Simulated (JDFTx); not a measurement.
Crystal: Al.

```xyz
1
Lattice="2.7218 0.0000 0.0000 0.0000 2.7218 0.0000 0.0000 0.0000 2.7218" Properties=species:S:1:pos:R:3 pbc="T T T"
Al    0.0000    0.0000    0.0000
```

The cell was built by a generator and needn't be a form met in nature.

| Item | Value |
| --- | --- |
| Program | JDFTx 1.7.0 (patched build) |
| Task | relaxation of cell and atoms |
| Functional | PBEsol |
| Potentials or basis | PseudoDojo-SR-PBEsol-0.4-stringent with smoothed tails |
| Cutoff | 707 eV |
| Density cutoff | 2830 eV |
| k mesh | 5 × 5 × 5 |
| Occupations | cold, width 0.1 eV |
| Spin | collinear spin, random start |
| Starting moments | [0.27] μB |

At the start: pressure -1.6 GPa; volume 20.16 Å³/atom.

How do energy, volume and symmetry change on relaxing?

Over 5 steps the energy falls by 2.7 meV/atom and the volume is 19.63 Å³/atom (-2.7 %); space group Pm-3m (No. 221, to 0.05 Å); moment 0.00 μB per cell.

Step by step:
| step | energy change (eV) | largest force (eV/Å) | pressure (GPa) | volume (Å³) |
| --- | --- | --- | --- | --- |
| 1 | 0.0000 | 0.0000 | -1.59 | 20.16 |
| 2 | -0.0010 | 0.0000 | -1.26 | 20.05 |
| 3 | -0.0027 | 0.0000 | -0.01 | 19.63 |
| 4 | -0.0027 | 0.0000 | 0.00 | 19.63 |
| 5 | -0.0027 | 0.0000 | 0.00 | 19.63 |

Final structure:
```
CELL_PARAMETERS angstrom
2.69748 0.00000 0.00000
0.00000 2.69748 0.00000
0.00000 0.00000 2.69748
ATOMIC_POSITIONS crystal
Al 0.00000 0.00000 0.00000
```

Caveat: the k mesh is coarse (spacing up to 0.46 Å⁻¹), so the values aren't converged.
